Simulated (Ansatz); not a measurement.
The same path of a periodic cell of 35 atoms, H2C32O (surface graphene monolayer, adsorbate H2O) was run twice with different band settings.

All numbers below come from DFT PBE, scalar-relativistic, plane waves, PAW (Ansatz). Settings: cutoff 420 eV, k mesh 2x2x1, fermi-dirac smearing 0.05 eV, no spin polarisation.

Relaxed end points:

```xyz
35
Lattice="9.8640 0.0000 0.0000 -4.9320 8.5425 0.0000 0.0000 0.0000 13.0000" Properties=species:S:1:pos:R:3
C -0.004 -0.003 0.798
C 1.228 0.709 0.797
C -1.238 2.134 0.797
C -0.005 2.845 0.796
C -2.471 4.269 0.796
C -1.238 4.981 0.796
C -3.704 6.404 0.797
C -2.471 7.116 0.797
C 2.461 -0.003 0.797
C 3.694 0.709 0.797
C 1.228 2.133 0.797
C 2.461 2.845 0.797
C -0.005 4.269 0.796
C 1.228 4.980 0.796
C -1.238 6.404 0.797
C -0.005 7.116 0.797
C 4.926 -0.003 0.798
C 6.160 0.709 0.798
C 3.694 2.133 0.797
C 4.927 2.845 0.797
C 2.461 4.269 0.796
C 3.694 4.980 0.797
C 1.228 6.404 0.797
C 2.461 7.116 0.797
C 7.393 -0.003 0.798
C 8.626 0.710 0.798
C 6.160 2.134 0.797
C 7.393 2.846 0.796
C 4.927 4.269 0.796
C 6.160 4.981 0.796
C 3.694 6.404 0.797
C 4.927 7.116 0.798
O 7.382 1.226 4.454
H 6.599 1.182 3.882
H 8.109 0.957 3.870
```

```xyz
35
Lattice="9.8640 0.0000 0.0000 -4.9320 8.5425 0.0000 0.0000 0.0000 13.0000" Properties=species:S:1:pos:R:3
C -0.005 -0.003 0.797
C 1.228 0.709 0.798
C -1.238 2.133 0.798
C -0.005 2.845 0.798
C -2.471 4.269 0.797
C -1.238 4.981 0.796
C -3.704 6.405 0.796
C -2.471 7.116 0.796
C 2.461 -0.003 0.797
C 3.694 0.709 0.797
C 1.229 2.133 0.798
C 2.461 2.845 0.797
C -0.005 4.269 0.797
C 1.228 4.981 0.796
C -1.238 6.405 0.796
C -0.005 7.116 0.796
C 4.927 -0.003 0.797
C 6.160 0.709 0.797
C 3.694 2.133 0.797
C 4.927 2.845 0.797
C 2.461 4.269 0.797
C 3.694 4.981 0.797
C 1.228 6.405 0.796
C 2.461 7.116 0.796
C 7.393 -0.003 0.797
C 8.626 0.709 0.797
C 6.159 2.133 0.798
C 7.393 2.845 0.798
C 4.927 4.269 0.797
C 6.160 4.981 0.797
C 3.694 6.404 0.796
C 4.927 7.116 0.797
O 8.615 3.362 4.454
H 7.832 3.317 3.882
H 9.342 3.092 3.870
```

Common settings: spring 5.0 eV/Å²; optimiser quadratic models (default); end points relaxed.

| run | movable images | climbing image | start path | force threshold | iteration limit |
| --- | --- | --- | --- | --- | --- |
| 1 | 5 | yes | IDPP | 0.03 eV/Å | 39 |
| 2 | 6 | from the first iteration | default | 0.05 eV/Å | 35 |

Question: What does each run give, and how far can it be trusted?

Answer: Run 1: converged after 6 iterations, highest image 0.001 eV above the first end. The top lies less than 8 meV above the higher end, about what the thresholds resolve: the motion is nearly free. By the program's own check the climbing image is of a kind that is not told: the force calls were inconclusive, a negative curvature could not be distinguished from the path's own, the only one lies far off the path, or fixed occupations may fill a level only in part (lowest curvatures found: -0.04 and -0.00 eV/Å²).
Run 2: converged after 1 iterations, highest image 0.002 eV above the first end. The top lies less than 8 meV above the higher end, about what the thresholds resolve: the motion is nearly free. The order of the point at the top wasn't checked.
Limits of this set-up: slab without dipole correction, no dispersion correction for a molecule that may bind weakly, a typed lattice constant that wasn't relaxed here.
